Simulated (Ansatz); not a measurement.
## BaTe, space group Fm-3m: a short molecular-dynamics run, step by step

With Ansatz 0.2.0, Python API.

Input file `bate.extxyz`:
```text
2
Lattice="0.0 3.41 3.41 3.41 0.0 3.41 3.41 3.41 0.0" Properties=species:S:1:pos:R:3 pbc="T T T"
Ba    0.00000000    0.00000000    0.00000000
Te    3.41000000    3.41000000    3.41000000
```

At the Python prompt:
```pycon
>>> import ansatz as az
>>> import numpy as np
>>> xtal = az.Crystal.from_extxyz('bate.extxyz')
>>> # a small cell and a short run: a test of the set-up, no statistics
>>> calc = xtal.supercell(2, 2, 1).calculation()
>>> calc = calc.pseudopotentials('paw')
>>> calc = calc.kpoints(2)
>>> calc = calc.occupations('Gaussian', width=150 * az.meV).md('nvt_langevin', timestep=2.0 * az.fs, steps=12, temperature=1200, initial_velocities='maxwell_boltzmann', seed=308)
>>> steps = []
>>> def collect(event):
...     if event['event'] == 'md_step':
...         steps.append(event['data'])
...
>>> done = calc.session().plan().execute(on_event=collect)
DeckWarning: md: disabling space-group detection — thermal motion breaks the input geometry's symmetry, so no spatial operation reduces the k-mesh or symmetrises the density; time reversal is kept, [...]
DeckWarning: basis.ecutwfc = 420 eV, auto-derived from the records' recommended cutoffs: set by Ba (normal level)
>>> data = done.report
>>> data['kpoints_frac'][:4]
[[0.0, 0.0, 0.0], [0.0, 0.0, -0.5], [0.0, -0.5, 0.0], [0.0, -0.5, -0.5]]
>>> data['mixing_algorithm'], data['preconditioner'], data['eigensolver']
('MSR1', 'Resta', 'band_cg')
>>> data['n_iterations'], data['closed_by']
(6, 'deck_thresholds')
>>> for s in steps[::2]:
...     print('%3d %7.1f fs  total %.4f eV  T %6.1f K' % (s['step'], s['time_fs'], s['lagrangian_ev'] + s['e_kin_ev'], s['temperature_k']))
...
  0     0.0 fs  total -51730.8174 eV  T 1050.0 K
  2     4.0 fs  total -51730.8746 eV  T  990.1 K
  4     8.0 fs  total -51731.0457 eV  T  811.4 K
  6    12.0 fs  total -51731.1460 eV  T  694.7 K
  8    16.0 fs  total -51731.1238 eV  T  692.0 K
 10    20.0 fs  total -51730.8740 eV  T  900.7 K
 12    24.0 fs  total -51730.8279 eV  T  902.6 K
>>> temperature = np.array([s['temperature_k'] for s in steps])
>>> print(f'mean temperature of the second half {temperature[len(steps) // 2 :].mean():.1f} K')
mean temperature of the second half 805.6 K
>>> with open('trajectory.xyz', 'w') as handle:
...     for s in steps[::5]:
...         handle.write(f'{len(s["positions_ang"])}\nt = {s["time_fs"]} fs\n')
...         for site, xyz in zip(done.lattice.sites, s['positions_ang']):
...             handle.write('{} {:.4f} {:.4f} {:.4f}\n'.format(site.symbol, *xyz))
...
13
24
24
24
24
24
24
24
25
14
26
24
24
24
25
24
24
25
14
26
24
24
24
25
24
24
25
```

`trajectory.xyz`, as written:
```text
8
t = 0.0 fs
Ba 0.0000 0.0000 0.0000
Te 3.4100 3.4100 3.4100
Ba 3.4100 0.0000 3.4100
Te 6.8200 3.4100 6.8200
Ba 0.0000 3.4100 3.4100
Te 3.4100 6.8200 6.8200
Ba 3.4100 3.4100 6.8200
Te 6.8200 6.8200 10.2300
8
t = 10.0 fs
Ba 0.0112 -0.0357 -0.0256
Te 3.4435 3.3927 3.4134
Ba 3.3888 0.0236 3.4415
Te 6.8394 3.4375 6.7872
Ba -0.0063 3.4193 3.4082
Te 3.3857 6.8243 6.8123
Ba 3.4130 3.4383 6.8379
Te 6.8032 6.7577 10.2309
8
t = 20.0 fs
Ba 0.0205 -0.0656 -0.0581
Te 3.4639 3.3837 3.4251
Ba 3.3718 0.0316 3.4774
Te 6.8526 3.4610 6.7625
Ba -0.0177 3.4261 3.4021
Te 3.3539 6.8094 6.8171
Ba 3.4212 3.4634 6.8552
Te 6.7990 6.7061 10.2465
```

Absolute energies stand on the zero of these potentials, so only differences at equal settings mean something. A total without «per atom» is that of the cell as typed. No functional is typed, so the default, PBE, holds. The starting cell is as deposited in a crystallographic database; the results hold for this polymorph, which needn't be the stable one. Warnings are shown shortened and without file and line. A small cell, a coarse mesh and a very short run: it shows the set-up and gives no equilibrium averages. Run time: 96 s on 1 thread of Intel(R) Xeon(R) Platinum 8259CL CPU @ 2.50GHz (Skylake/Cascade Lake) (shared host), peak memory 0.76 GiB.

(Lines on the test bed's own set-up are left out of the output.)
